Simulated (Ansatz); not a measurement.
# Ti: the cost of one run

Program: Ansatz 0.2.0. Level of theory: DFT PBEsol, scalar-relativistic, plane waves, PAW. These are calculated values, not measurements.

1 further run of the same task is left out (set aside as unsound or not needed).

## (1) Starting point

It takes space group Im-3m (No. 229, cubic). Conventional cell: a = 3.210 Å, b = 3.210 Å, c = 3.210 Å, α = 90.00°, β = 90.00°, γ = 90.00°. Ti (site symmetry m-3m) is surrounded by 8 Ti at 2.78 Å.

As a file:

```
Ti
1.0
     0.00000   -3.21023    3.21023
     3.21023   -3.21023    0.00000
     3.21023    0.00000    3.21023
Ti
4
Direct
  0.00000 0.00000 0.00000
  0.25000 0.25000 0.25000
  0.50000 0.50000 0.50000
  0.75000 0.75000 0.75000
```

It is built from the cell relaxed beforehand with the same method (16.54 Å³/atom).

## (2) The reference: the undisturbed cell on the scan's mesh

input.yaml reads:

```yaml
crystal:
  lattice:
    - [0.0, -3.2102321257, 3.2102321257]
    - [3.2102321257, -3.2102321257, 0.0]
    - [3.2102321257, 0.0, 3.2102321257]
  atoms:
    - { symbol: Ti, position: [0.0, 0.0, 0.0] }
    - { symbol: Ti, position: [0.25, 0.25, 0.25] }
    - { symbol: Ti, position: [0.5, 0.5, 0.5] }
    - { symbol: Ti, position: [0.75, 0.75, 0.75] }
basis:
  ecutwfc: 420
kpoints:
  mp_grid: { grid: [10, 10, 10] }
hamiltonian:
  xc: pbesol
scf:
  occupations: { method: gaussian, width: 0.15 }
output:
  forces: true
  stress: true
  eigenvalues: true
```

Command:

```console
ansatz run input.yaml --threads 1 --pin off --max-ram 2560MiB --backend cpu --events-out ev --progress --plain --runs-dir out
```

Q: Estimate wall time and peak memory on 1 thread of Arm Neoverse V2, shared host.

About 4.5 s, with a peak of 0.35 GiB.
